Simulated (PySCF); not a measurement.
# A series of derivatives of C#Cc1ccccc1

Parent skeleton `[CH:1]#[C:2][c:3]1[cH:4][cH:5][cH:6][cH:7][cH:8]1`; one hydrogen on atom 6 is replaced by X. Hydrogens on one atom are averaged.

PySCF 2.14 calculation with PBE0/pcSseg-1 with gauge-including orbitals and structure optimised with GFN2-xTB; one computed conformer, one averaged value for each set of equivalent atoms, no solvent model, relativity neglected.

Shifts are taken against calculated references (same method and geometry level): ¹³C and ¹H against TMS.

Parent (X = H): C1 87.4, C2 89.2, C3 126.9, C4/C8 139.6, C5/C7 133.8, C6 134.0, H(C1) 2.81, H(C4)/H(C8) 7.90, H(C5)/H(C7) 7.63 ppm. Effects are Δδ = δ(X) − δ(H), positive for deshielding.

(1) Give Δδ (ppm) for X = CH2SiH3, C2H5, CN.

(2) Which position responds most, and to which substituents?

Results:

(1) 
```csv
X,SMILES,C1,C2,C3,C4/C8,C5/C7,C6,H(C1),H(C4)/H(C8),H(C5)/H(C7)
CH2SiH3,C#Cc1ccc(C[SiH3])cc1,-1.1,+0.1,-4.0,+0.5,-1.0,+13.2,-0.08,-0.11,-0.25
C2H5,C#Cc1ccc(CC)cc1,-1.1,+0.2,-3.0,+0.4,-0.5,+18.1,-0.07,-0.06,-0.18
CN,C#Cc1ccc(C#N)cc1,+5.7,-1.3,+4.1,+0.2,+5.9,-16.9,+0.33,+0.04,+0.30
```

(2) C6: from -16.9 ppm with CN to +18.1 ppm with C2H5.
